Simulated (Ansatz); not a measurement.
Ba, DFT, PBE, PAW with Ansatz's default frozen-core files, scalar-relativistic (Ansatz 0.2.0), run on 1 thread of Arm Neoverse V1 on a shared host.

The structure comes from a relaxation in the same program, started in the sc type. Whether it is a known phase or the ground state wasn't checked. The listed cell was then made from it by scaling, straining or moving an atom.

Command: `ansatz run input.yaml --threads 1 --pin off --max-ram 2048MiB --backend cpu --events-out ev --progress --plain --runs-dir out`

```yaml
crystal:
  lattice:
    - [4.0149363295, 0.0, 0.0]
    - [0.0, 4.0149363295, 0.0]
    - [0.0, 0.0, 4.0149363295]
  atoms:
    - { symbol: Ba, position: [0.0, 0.0, 0.0] }
kpoints:
  mp_grid: { grid: [13, 13, 13] }
scf:
  occupations: { method: fermi_dirac, width: 0.05 }
hamiltonian:
  xc: pbe
  pseudopotentials: { kind: paw }
output:
  forces: true
  stress: true
  eigenvalues: true
  efg: { contact_densities: true }
```

(1) How large is the problem that the program sets up?

(2) Estimate the wall time and the peak memory.

(3) And the same cell and mesh by full-potential LAPW, asked for forces, stress, eigenvalues, on the same hardware?

(4) And the same cell and mesh by all-electron PAW (datasets made for this crystal), asked for forces, stress, eigenvalues, efg, on the same hardware?

Answers

(1) 84 irreducible k-points, 1309 plane waves at Γ, 9 bands.

(2) 5.5 s of wall time for 6 SCF iterations, with a peak of 0.38 GiB. Times on shared machines scatter by tens of per cent.

(3) 9 s, peak memory 0.28 GiB.

(4) 6 s, peak memory 0.37 GiB.
